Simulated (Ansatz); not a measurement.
Write the native input for Ansatz 0.2.0 that does the following.

- Task: band structure
- Functional: PBEsol
- Potentials or basis: Ansatz PAW
- Cutoff: 420 eV (not typed: the program's choice for these potentials)
- k mesh: 10 × 10 × 10
- Occupations: fermi-dirac, width 0.05 eV
- Spin: no spin polarisation
- Hubbard terms: Hf d U = 3 eV
- Path: [["G", "X", "W", "K", "G", "L", "U", "W", "L", "K"], ["U", "X"]]
- Points for each segment of the path: 14
- Hubbard projectors: ortho-atomic (the default)
- Double counting: fll (the default)

Crystal: HfN.

```xyz
2
Lattice="0.0000 2.2560 2.2560 2.2560 0.0000 2.2560 2.2560 2.2560 0.0000" Properties=species:S:1:pos:R:3 pbc="T T T"
Hf    0.0000    0.0000    0.0000
N     2.2560    2.2560    2.2560
```

One way to write it, as run:

input.yaml

```yaml
crystal:
  lattice:
    - [0.0, 2.256, 2.256]
    - [2.256, 0.0, 2.256]
    - [2.256, 2.256, 0.0]
  atoms:
    - { symbol: Hf, position: [0.0, 0.0, 0.0] }
    - { symbol: "N", position: [0.5, 0.5, 0.5] }
hamiltonian:
  xc: pbesol
  pseudopotentials: { kind: paw }
  hubbard: { sites: [{ species: Hf, l: d, u_eff: 3.0 }] }
kpoints:
  mp_grid: { grid: [10, 10, 10] }
  band_path:
    path:
      - [[0.0, 0.0, 0.0], [0.5, 0.0, 0.5], [0.5, 0.25, 0.75], [0.375, 0.375, 0.75], [0.0, 0.0, 0.0], [0.5, 0.5, 0.5], [0.625, 0.25, 0.625], [0.5, 0.25, 0.75], [0.5, 0.5, 0.5], [0.375, 0.375, 0.75]]
      - [[0.625, 0.25, 0.625], [0.5, 0.0, 0.5]]
    npoints: 14
scf:
  occupations: { method: fermi_dirac, width: 0.05 }
  n_extra_bands: 6
output:
  forces: true
  stress: true
  eigenvalues: true
  fatbands: false
```

Potentials or basis: Ansatz PAW.

Run with:

```console
$ ansatz run input.yaml --threads 2 --pin off --max-ram 5632MiB --backend cpu --events-out ev --progress --plain --runs-dir out
```

It gave:

```yaml
Pressure: 2.4 GPa
Band_gap_on_the_k_mesh: none (metal or under the smearing width)
```

Caveat: the pressure holds a Pulay correction of +0.5 GPa for the finite cutoff; spin-orbit coupling is left out, which moves the levels of the heavy elements; U without spin polarisation on a metal has little footing; the PAW data sets come from PBE, with cores solved anew for the run's functional, which leaves a small shift of forces and pressure.

Wall time 2.6 s on 2 threads of Intel(R) Xeon(R) Platinum 8488C (Sapphire Rapids) (shared host), peak memory 0.38 GiB.
